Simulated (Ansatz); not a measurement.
Input of an Ansatz 0.2.0 run:

Contents of input.yaml:

```yaml
crystal:
  lattice:
    - [0.0, 2.03, 2.03]
    - [2.03, 0.0, 2.03]
    - [2.03, 2.03, 0.0]
  atoms:
    - { symbol: W, position: [0.0, 0.0, 0.0] }
hamiltonian:
  xc: pbe
  pseudopotentials: { kind: paw_fr }
magnetization:
  noncollinear: true
  spin_orbit: true
kpoints:
  mp_grid: { grid: [8, 8, 8] }
  band_path:
    path:
      - [[0.0, 0.0, 0.0], [0.5, 0.0, 0.5], [0.5, 0.25, 0.75], [0.375, 0.375, 0.75], [0.0, 0.0, 0.0], [0.5, 0.5, 0.5], [0.625, 0.25, 0.625], [0.5, 0.25, 0.75], [0.5, 0.5, 0.5], [0.375, 0.375, 0.75]]
      - [[0.625, 0.25, 0.625], [0.5, 0.0, 0.5]]
    npoints: 14
scf:
  occupations: { method: fermi_dirac, width: 0.05 }
  n_extra_bands: 6
output:
  forces: true
  stress: true
  eigenvalues: true
  fatbands: false
  write_density: true
  write_potential: true
  elf: true
  volumetric_format: npy
```

Potentials or basis: Ansatz PAW.

Command:

```bash
$ ansatz run input.yaml --threads 2 --pin off --max-ram 5632MiB --backend cpu --events-out ev --progress --plain --runs-dir out
```

(1) What does it give for the band gap on the k mesh?

(2) Predict the pressure.

Answers

(1) none (metal or under the smearing width).

(2) -4.0 GPa.
